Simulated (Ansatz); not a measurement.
# Stress against strain in Se

```xyz
3
Lattice="4.3662 0.0000 0.0000 -2.1831 3.7812 0.0000 0.0000 0.0000 4.9536" Properties=species:S:1:pos:R:3 pbc="T T T"
Se    0.9841    0.0000    1.6512
Se   -0.4921    0.8523    3.3024
Se    1.6910    2.9289    0.0000
```

Atom numbers follow the list: Se1, Se2, Se3.

The cell is COD entry 9012501, as deposited and not checked against the literature; nothing was relaxed.

All numbers below come from DFT, PBE, all-electron LAPW, scalar-relativistic in Ansatz 0.2.0.

Sampling and basis: a Γ-centred 6×6×5 k mesh, Fermi–Dirac smearing of 0.03 eV, basis error target 1 meV/atom, no spin polarisation.

The strain is applied along the Cartesian axes of the cell as listed (the other components stay zero). Fractional coordinates are held (clamped ions).

σ is the change of stress from the unstrained cell, which is at 2.77 GPa; tension is positive, so slopes are stress–strain coefficients at that pressure.

Only quantities that a quadratic follows smoothly over the whole series are listed; rougher ones are left out.

```
    εzz  σzz (GPa)  σxx (GPa)
-0.0300      -4.22      -1.96
-0.0200      -2.76      -1.26
-0.0100      -1.35      -0.61
 0.0000       0.00       0.00
 0.0100       1.29       0.57
 0.0300       3.72       1.59
```

Question: Fit the series and read off the stiffness at zero strain.

Answer: Least-squares fits y = p0 + p1 x + p2 x² to the rows give σzz (GPa): p1 = 132, p2 = -280; σxx (GPa): p1 = 59.1, p2 = -210. So C33 = 132 GPa and C13 = 59 GPa, for these axes.

Question: One run, at εzz = 0.0200, is withheld. Predict its row.

Answer: The fits give 2.53, 1.10; the run gave 2.53, 1.10.
